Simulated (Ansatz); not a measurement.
Input of an Ansatz 0.2.0 run:

File input.yaml:

```yaml
crystal:
  lattice:
    - [0.0, 2.256, 2.256]
    - [2.256, 0.0, 2.256]
    - [2.256, 2.256, 0.0]
  atoms:
    - { symbol: Hf, position: [0.0, 0.0, 0.0] }
    - { symbol: "N", position: [0.5, 0.5, 0.5] }
kpoints:
  mp_grid: { grid: [10, 10, 10] }
scf:
  occupations: { method: fermi_dirac, width: 0.05 }
hamiltonian:
  xc: pbesol
  pseudopotentials: { kind: all_electron, lapw: { basis_error: 0.001 } }
output:
  forces: true
  stress: true
relax:
  f_tol: 0.005
  max_steps: 60
  cell: { p_target: 10 }
```

Potentials or basis: all-electron LAPW, scalar-relativistic.

Command:

```console
$ ansatz run input.yaml --threads 1 --pin off --max-ram 3072MiB --backend cpu --events-out ev --progress --plain --runs-dir out
```

(1) What does it give for the relaxed cell?

(2) What does it give for the relaxed volume?

(3) Estimate the space group after relaxing (to 0.05 Å).

## Answers

(1) a = 3.149 Å, b = 3.149 Å, c = 3.149 Å, α = 60.00°, β = 60.00°, γ = 60.00°.

(2) 11.04 Å³/atom.

(3) Fm-3m (No. 225).
